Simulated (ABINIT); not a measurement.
# Al2Au (Fm-3m) in ABINIT: notebook

The runs below take Al2Au through equation of state, with RPBE, BLYP, AM05, revPBE.

All numbers are computed with ABINIT 10.8.3 (patched build); they aren't measurements. Logs are shortened: lines on timing, memory, paths and dates and some standing lists are left out, and cuts for length are marked. The log counts tension as positive stress, the text compression.

## (1) The structure

Symmetry: Fm-3m, No. 225, cubic system. The conventional cell has a = 6.000 Å, b = 6.000 Å, c = 6.000 Å, α = 90.00°, β = 90.00°, γ = 90.00°. Au (site symmetry m-3m) is surrounded by 8 Al at 2.60 Å. Around Al (site symmetry -43m) lie 4 Au at 2.60 Å.

## (2) Equation of state, RPBE

Contents of run.abi:

```
# Datasets: one volume each
ndtset 7
getwfk -1
scalecart1 3*0.9795861087
scalecart2 3*0.9864848297
scalecart3 3*0.9932883884
scalecart4 3*1.0000000000
scalecart5 3*1.0066227096
scalecart6 3*1.0131594038
scalecart7 3*1.0196128224

# Pseudopotentials
pp_dirpath "./"
pseudos "Au.GGA_PBE-JTH.xml, Al.GGA_PBE-JTH.xml"

# Structure
acell 4.2426406871 4.2426406871 4.2426406871 Angstrom
rprim
     0.0000000000     0.7071067812     0.7071067812
     0.7071067812     0.0000000000     0.7071067812
     0.7071067812     0.7071067812     0.0000000000
ntypat 2
znucl 79 13
natom 3
typat 1 2 2
xred
     0.0000000000     0.0000000000     0.0000000000
     0.7500000000     0.7500000000     0.7500000000
     0.2500000000     0.2500000000     0.2500000000

# Plane-wave basis
ecut 24.0
pawecutdg 46.0
pawxcdev 0

# k points
kptopt 1
ngkpt 8 8 8
nshiftk 1
shiftk 0.0 0.0 0.0

# Exchange and correlation
ixc 15

# Bands and occupations
nband 13
occopt 3
tsmear 0.00183747

# SCF cycle
nstep 100
tolvrs 1.0e-9

# Output
iomode 3
prtwf 1
prtden 0
prteig 0
prtebands 0
enunit 1
```

Potentials or basis: JTH PAW PBE v2.0.

Started as:

```bash
> abinit run.abi > log 2>&1
```

run.abo:

```text
.Version 10.8.3 of ABINIT
 DATASET    1 : space group Fm -3 m (#225); Bravais cF (face-center cubic)
================================================================================
 Values of the parameters that define the memory need for DATASET  1.
     intxc =       0    ionmov =       0      iscf =      17    lmnmax =      18
     lnmax =       6     mgfft =      36  mpssoang =       3    mqgrid =    3001
     natom =       3  nloc_mem =       2    nspden =       1   nspinor =       1
    nsppol =       1      nsym =      48    n1xccc =       1    ntypat =       2
    occopt =       3   xclevel =       2
       mpw =        1936          nfft =       46656          nkpt =          29
 PAW method is used; the additional fine FFT grid is defined by:
   mgfftf=        48    nfftf =    110592
================================================================================
================================================================================
[... 71 lines left out ...]
 DATASET    7 : space group Fm -3 m (#225); Bravais cF (face-center cubic)
================================================================================
 Values of the parameters that define the memory need for DATASET  7.
     intxc =       0    ionmov =       0      iscf =      17    lmnmax =      18
     lnmax =       6     mgfft =      40  mpssoang =       3    mqgrid =    3001
     natom =       3  nloc_mem =       2    nspden =       1   nspinor =       1
    nsppol =       1      nsym =      48    n1xccc =       1    ntypat =       2
    occopt =       3   xclevel =       2
       mpw =        2186          nfft =       64000          nkpt =          29
 PAW method is used; the additional fine FFT grid is defined by:
   mgfftf=        50    nfftf =    125000
================================================================================
================================================================================

--------------------------------------------------------------------------------
------------- Echo of variables that govern the present computation ------------
--------------------------------------------------------------------------------
 -outvars: echo values of preprocessed input variables --------
            acell      8.0174289493E+00  8.0174289493E+00  8.0174289493E+00 Bohr
              amu      1.96966540E+02  2.69815390E+01
             ecut      2.40000000E+01 Hartree
           enunit           1
           getwfk          -1
              ixc          15
           jdtset        1    2    3    4    5    6    7
         kptrlatt        8    0    0      0    8    0      0    0    8
          kptrlen1     6.28300962E+01
          kptrlen2     6.32725763E+01
          kptrlen3     6.37089526E+01
          kptrlen4     6.41394316E+01
          kptrlen5     6.45642084E+01
          kptrlen6     6.49834683E+01
          kptrlen7     6.53973869E+01
            natom           3
            nband          13
           ndtset           7
            ngfft1         36      36      36
            ngfft2         36      36      36
            ngfft3         36      36      36
            ngfft4         36      36      36
            ngfft5         36      36      36
            ngfft6         36      36      36
            ngfft7         40      40      40
          ngfftdg1         48      48      48
          ngfftdg2         50      50      50
          ngfftdg3         50      50      50
          ngfftdg4         50      50      50
          ngfftdg5         50      50      50
          ngfftdg6         50      50      50
          ngfftdg7         50      50      50
             nkpt          29
            nstep         100
             nsym          48
           ntypat           2
           occopt           3
        pawecutdg      4.60000000E+01 Hartree
         pawxcdev           0
           prtden           0
        prtebands           0
           prteig           0
            rprim1     0.0000000000E+00  6.9267198023E-01  6.9267198023E-01
                       6.9267198023E-01  0.0000000000E+00  6.9267198023E-01
                       6.9267198023E-01  6.9267198023E-01  0.0000000000E+00
            rprim2     0.0000000000E+00  6.9755011263E-01  6.9755011263E-01
                       6.9755011263E-01  0.0000000000E+00  6.9755011263E-01
                       6.9755011263E-01  6.9755011263E-01  0.0000000000E+00
            rprim3     0.0000000000E+00  7.0236095512E-01  7.0236095512E-01
[... 23 lines left out ...]
                       4.4391817337E+00  4.4391817337E+00  4.4391817337E+00
                       1.4797272446E+00  1.4797272446E+00  1.4797272446E+00
           xangst3     0.0000000000E+00  0.0000000000E+00  0.0000000000E+00
                       4.4697977479E+00  4.4697977479E+00  4.4697977479E+00
                       1.4899325826E+00  1.4899325826E+00  1.4899325826E+00
           xangst4     0.0000000000E+00  0.0000000000E+00  0.0000000000E+00
                       4.5000000001E+00  4.5000000001E+00  4.5000000001E+00
                       1.5000000000E+00  1.5000000000E+00  1.5000000000E+00
           xangst5     0.0000000000E+00  0.0000000000E+00  0.0000000000E+00
                       4.5298021933E+00  4.5298021933E+00  4.5298021933E+00
                       1.5099340644E+00  1.5099340644E+00  1.5099340644E+00
           xangst6     0.0000000000E+00  0.0000000000E+00  0.0000000000E+00
                       4.5592173172E+00  4.5592173172E+00  4.5592173172E+00
[... 10 lines left out ...]
            xcart3     0.0000000000E+00  0.0000000000E+00  0.0000000000E+00
                       8.4466935817E+00  8.4466935817E+00  8.4466935817E+00
                       2.8155645272E+00  2.8155645272E+00  2.8155645272E+00
            xcart4     0.0000000000E+00  0.0000000000E+00  0.0000000000E+00
                       8.5037675667E+00  8.5037675667E+00  8.5037675667E+00
                       2.8345891889E+00  2.8345891889E+00  2.8345891889E+00
            xcart5     0.0000000000E+00  0.0000000000E+00  0.0000000000E+00
                       8.5600855498E+00  8.5600855498E+00  8.5600855498E+00
                       2.8533618499E+00  2.8533618499E+00  2.8533618499E+00
            xcart6     0.0000000000E+00  0.0000000000E+00  0.0000000000E+00
                       8.6156720779E+00  8.6156720779E+00  8.6156720779E+00
                       2.8718906926E+00  2.8718906926E+00  2.8718906926E+00
            xcart7     0.0000000000E+00  0.0000000000E+00  0.0000000000E+00
                       8.6705504497E+00  8.6705504497E+00  8.6705504497E+00
                       2.8901834832E+00  2.8901834832E+00  2.8901834832E+00
             xred      0.0000000000E+00  0.0000000000E+00  0.0000000000E+00
                       7.5000000000E-01  7.5000000000E-01  7.5000000000E-01
                       2.5000000000E-01  2.5000000000E-01  2.5000000000E-01
            znucl       79.00000   13.00000

================================================================================

 chkinp: Checking input parameters for consistency, jdtset=   1.

 chkinp: Checking input parameters for consistency, jdtset=   2.
[... 40 lines left out ...]
 getcut: wavevector=  0.0000  0.0000  0.0000  ngfft=  48  48  48
         ecut(hartree)=     46.000   => boxcut(ratio)=   2.00179

--- Pseudopotential description ------------------------------------------------
- pspini: atom type   1  psp file is ./Au.GGA_PBE-JTH.xml
 Pseudopotential format is: paw10
 basis_size (lnmax)=  6 (lmn_size= 18), orbitals=   0   0   1   1   2   2
 Spheres core radius: rc_sph= 2.50869560
 Shapefunction is SIN type: shapef(r)=[sin(pi*r/rshp)/(pi*r/rshp)]**2
 Radius for shape functions =  2.26305713
 Compensation charge density is not taken into account in XC energy/potential

- pspini: atom type   2  psp file is ./Al.GGA_PBE-JTH.xml
 Pseudopotential format is: paw10
 basis_size (lnmax)=  4 (lmn_size=  8), orbitals=   0   0   1   1
 Spheres core radius: rc_sph= 1.90363307
 Shapefunction is SIN type: shapef(r)=[sin(pi*r/rshp)/(pi*r/rshp)]**2
 Radius for shape functions =  1.60786206
 Compensation charge density is not taken into account in XC energy/potential

   4.74247219E+02                                ecore*ucvol(ha*bohr**3)
--------------------------------------------------------------------------------

[... 1221 lines left out ...]
 getcut: wavevector=  0.0000  0.0000  0.0000  ngfft=  40  40  40
         ecut(hartree)=     24.000   => boxcut(ratio)=   2.21880

 getcut : COMMENT -
  Note that boxcut > 2.2 ; recall that boxcut=Gcut(box)/Gcut(sphere) = 2
  is sufficient for exact treatment of convolution.
  Such a large boxcut is a waste : you could raise ecut
  e.g. ecut=   29.538533 Hartrees makes boxcut=2

 Fine grid specifications (used for densities):

 getcut: wavevector=  0.0000  0.0000  0.0000  ngfft=  50  50  50
         ecut(hartree)=     46.000   => boxcut(ratio)=   2.00415
--------------------------------------------------------------------------------
[... 156 lines left out ...]
-Cartesian components of stress tensor (GPa)         [Pressure= -1.2065E+00 GPa]
- sigma(1 1)=  1.20647428E+00  sigma(3 2)=  0.00000000E+00
- sigma(2 2)=  1.20647428E+00  sigma(3 1)=  0.00000000E+00
- sigma(3 3)=  1.20647428E+00  sigma(2 1)=  0.00000000E+00

== END DATASET(S) ==============================================================
================================================================================

 -outvars: echo values of variables after computation  --------
            acell      8.0174289493E+00  8.0174289493E+00  8.0174289493E+00 Bohr
           etotal1    -3.8330047064E+01
           etotal2    -3.8333067800E+01
           etotal3    -3.8335318713E+01
           etotal4    -3.8336884404E+01
           etotal5    -3.8337839936E+01
           etotal6    -3.8338251374E+01
           etotal7    -3.8338177786E+01
            fcart1    -0.0000000000E+00 -0.0000000000E+00 -0.0000000000E+00
                      -0.0000000000E+00 -0.0000000000E+00 -0.0000000000E+00
                      -0.0000000000E+00 -0.0000000000E+00 -0.0000000000E+00
            fcart2    -0.0000000000E+00 -0.0000000000E+00 -0.0000000000E+00
                      -0.0000000000E+00 -0.0000000000E+00 -0.0000000000E+00
                      -0.0000000000E+00 -0.0000000000E+00 -0.0000000000E+00
            fcart3    -0.0000000000E+00 -0.0000000000E+00 -0.0000000000E+00
                      -0.0000000000E+00 -0.0000000000E+00 -0.0000000000E+00
                      -0.0000000000E+00 -0.0000000000E+00 -0.0000000000E+00
            fcart4     1.1595755926E-32 -1.1982281123E-31  2.0485835469E-31
[... 52 lines left out ...]
           xangst3     0.0000000000E+00  0.0000000000E+00  0.0000000000E+00
                       4.4697977479E+00  4.4697977479E+00  4.4697977479E+00
                       1.4899325826E+00  1.4899325826E+00  1.4899325826E+00
           xangst4     0.0000000000E+00  0.0000000000E+00  0.0000000000E+00
                       4.5000000001E+00  4.5000000001E+00  4.5000000001E+00
                       1.5000000000E+00  1.5000000000E+00  1.5000000000E+00
           xangst5     0.0000000000E+00  0.0000000000E+00  0.0000000000E+00
                       4.5298021933E+00  4.5298021933E+00  4.5298021933E+00
                       1.5099340644E+00  1.5099340644E+00  1.5099340644E+00
           xangst6     0.0000000000E+00  0.0000000000E+00  0.0000000000E+00
                       4.5592173172E+00  4.5592173172E+00  4.5592173172E+00
                       1.5197391057E+00  1.5197391057E+00  1.5197391057E+00
           xangst7     0.0000000000E+00  0.0000000000E+00  0.0000000000E+00
                       4.5882577009E+00  4.5882577009E+00  4.5882577009E+00
                       1.5294192336E+00  1.5294192336E+00  1.5294192336E+00
             xred      0.0000000000E+00  0.0000000000E+00  0.0000000000E+00
                       7.5000000000E-01  7.5000000000E-01  7.5000000000E-01
                       2.5000000000E-01  2.5000000000E-01  2.5000000000E-01
 Calculation completed.
```

Run time: 6.5 min. Hardware: 1 thread of Arm Neoverse V1, shared host; peak memory 0.18 GiB.

What came out:

| Property | Result |
| --- | --- |
| Equilibrium volume | 18.84 Å³/atom |
| Bulk modulus | 98 GPa |
| Pressure derivative of the bulk modulus | 5.0 |

Energy against volume, from the lowest point:
| volume (Å³/atom) | energy (meV/atom) |
| --- | --- |
| 16.920 | 74.42 |
| 17.280 | 47.02 |
| 17.640 | 26.60 |
| 18.000 | 12.40 |
| 18.360 | 3.73 |
| 18.720 | 0.00 |
| 19.080 | 0.67 |

Caveat: pressures at fixed basis lie under the slope of the energies; the PAW data sets were made with another functional, which shifts forces and pressure a little.

## (3) Equation of state, BLYP

run.abi: that of step 2 with these lines changed.

```diff
@@ -42,3 +42,3 @@
 # Exchange and correlation
-ixc 15
+ixc -106131
```

Potentials or basis: JTH PAW PBE v2.0.

Started as:

```bash
> abinit run.abi > log 2>&1
```

run.abo:

```text
.Version 10.8.3 of ABINIT
 DATASET    1 : space group Fm -3 m (#225); Bravais cF (face-center cubic)
================================================================================
 Values of the parameters that define the memory need for DATASET  1.
     intxc =       0    ionmov =       0      iscf =      17    lmnmax =      18
     lnmax =       6     mgfft =      36  mpssoang =       3    mqgrid =    3001
     natom =       3  nloc_mem =       2    nspden =       1   nspinor =       1
    nsppol =       1      nsym =      48    n1xccc =       1    ntypat =       2
    occopt =       3   xclevel =       2
       mpw =        1936          nfft =       46656          nkpt =          29
 PAW method is used; the additional fine FFT grid is defined by:
   mgfftf=        48    nfftf =    110592
================================================================================
================================================================================
[... 71 lines left out ...]
 DATASET    7 : space group Fm -3 m (#225); Bravais cF (face-center cubic)
================================================================================
 Values of the parameters that define the memory need for DATASET  7.
     intxc =       0    ionmov =       0      iscf =      17    lmnmax =      18
     lnmax =       6     mgfft =      40  mpssoang =       3    mqgrid =    3001
     natom =       3  nloc_mem =       2    nspden =       1   nspinor =       1
    nsppol =       1      nsym =      48    n1xccc =       1    ntypat =       2
    occopt =       3   xclevel =       2
       mpw =        2186          nfft =       64000          nkpt =          29
 PAW method is used; the additional fine FFT grid is defined by:
   mgfftf=        50    nfftf =    125000
================================================================================
================================================================================

--------------------------------------------------------------------------------
------------- Echo of variables that govern the present computation ------------
--------------------------------------------------------------------------------
 -outvars: echo values of preprocessed input variables --------
            acell      8.0174289493E+00  8.0174289493E+00  8.0174289493E+00 Bohr
              amu      1.96966540E+02  2.69815390E+01
             ecut      2.40000000E+01 Hartree
           enunit           1
           getwfk          -1
              ixc     -106131
           jdtset        1    2    3    4    5    6    7
[... 1363 lines left out ...]
  e.g. ecut=   29.538533 Hartrees makes boxcut=2

 Fine grid specifications (used for densities):

 getcut: wavevector=  0.0000  0.0000  0.0000  ngfft=  50  50  50
         ecut(hartree)=     46.000   => boxcut(ratio)=   2.00415
--------------------------------------------------------------------------------
[... 157 lines left out ...]
-Cartesian components of stress tensor (GPa)         [Pressure=  1.0769E+00 GPa]
- sigma(1 1)= -1.07691128E+00  sigma(3 2)=  0.00000000E+00
- sigma(2 2)= -1.07691128E+00  sigma(3 1)=  0.00000000E+00
- sigma(3 3)= -1.07691128E+00  sigma(2 1)=  0.00000000E+00

== END DATASET(S) ==============================================================
================================================================================

 -outvars: echo values of variables after computation  --------
            acell      8.0174289493E+00  8.0174289493E+00  8.0174289493E+00 Bohr
           etotal1    -3.8252385365E+01
           etotal2    -3.8255918595E+01
           etotal3    -3.8258691298E+01
           etotal4    -3.8260789320E+01
           etotal5    -3.8262288093E+01
           etotal6    -3.8263252977E+01
           etotal7    -3.8263741730E+01
            fcart1     1.8939845427E-31  6.3132818090E-32 -1.8939845427E-31
                      -9.4699227135E-32  1.5783204522E-31 -2.8409768140E-31
                      -9.4699227135E-32 -2.2096486331E-31  4.7349613567E-31
            fcart2    -3.7614789245E-31 -1.2538263082E-31  3.7614789245E-31
                       3.7614789245E-31  2.5076526163E-31 -7.5229578490E-31
                       0.0000000000E+00 -1.2538263082E-31  3.7614789245E-31
            fcart3    -0.0000000000E+00 -0.0000000000E+00 -0.0000000000E+00
                      -0.0000000000E+00 -0.0000000000E+00 -0.0000000000E+00
                      -0.0000000000E+00 -0.0000000000E+00 -0.0000000000E+00
            fcart4    -2.1645411061E-31 -9.2766047406E-32  3.7106418962E-31
[... 52 lines left out ...]
           xangst3     0.0000000000E+00  0.0000000000E+00  0.0000000000E+00
                       4.4697977479E+00  4.4697977479E+00  4.4697977479E+00
                       1.4899325826E+00  1.4899325826E+00  1.4899325826E+00
           xangst4     0.0000000000E+00  0.0000000000E+00  0.0000000000E+00
                       4.5000000001E+00  4.5000000001E+00  4.5000000001E+00
                       1.5000000000E+00  1.5000000000E+00  1.5000000000E+00
           xangst5     0.0000000000E+00  0.0000000000E+00  0.0000000000E+00
                       4.5298021933E+00  4.5298021933E+00  4.5298021933E+00
                       1.5099340644E+00  1.5099340644E+00  1.5099340644E+00
           xangst6     0.0000000000E+00  0.0000000000E+00  0.0000000000E+00
                       4.5592173172E+00  4.5592173172E+00  4.5592173172E+00
                       1.5197391057E+00  1.5197391057E+00  1.5197391057E+00
           xangst7     0.0000000000E+00  0.0000000000E+00  0.0000000000E+00
                       4.5882577009E+00  4.5882577009E+00  4.5882577009E+00
                       1.5294192336E+00  1.5294192336E+00  1.5294192336E+00
             xred      0.0000000000E+00  0.0000000000E+00  0.0000000000E+00
                       7.5000000000E-01  7.5000000000E-01  7.5000000000E-01
                       2.5000000000E-01  2.5000000000E-01  2.5000000000E-01
 Calculation completed.
```

Wall time 6.8 min (1 thread of Arm Neoverse V1, shared host); peak memory 0.18 GiB.

What came out:

| Property | Result |
| --- | --- |
| Equilibrium volume | 19.32 Å³/atom (rough: see the caveat) |
| Bulk modulus | 85 GPa (rough) |

Energy against volume, from the lowest point:
| volume (Å³/atom) | energy (meV/atom) |
| --- | --- |
| 16.920 | 103.01 |
| 17.280 | 70.96 |
| 17.640 | 45.81 |
| 18.000 | 26.78 |
| 18.360 | 13.19 |
| 18.720 | 4.43 |
| 19.080 | 0.00 |

Caveat: pressures at fixed basis lie under the slope of the energies; the minimum lies outside the volumes run; the PAW data sets were made with another functional, which shifts forces and pressure a little.

(Continued in part 2 of 2.)
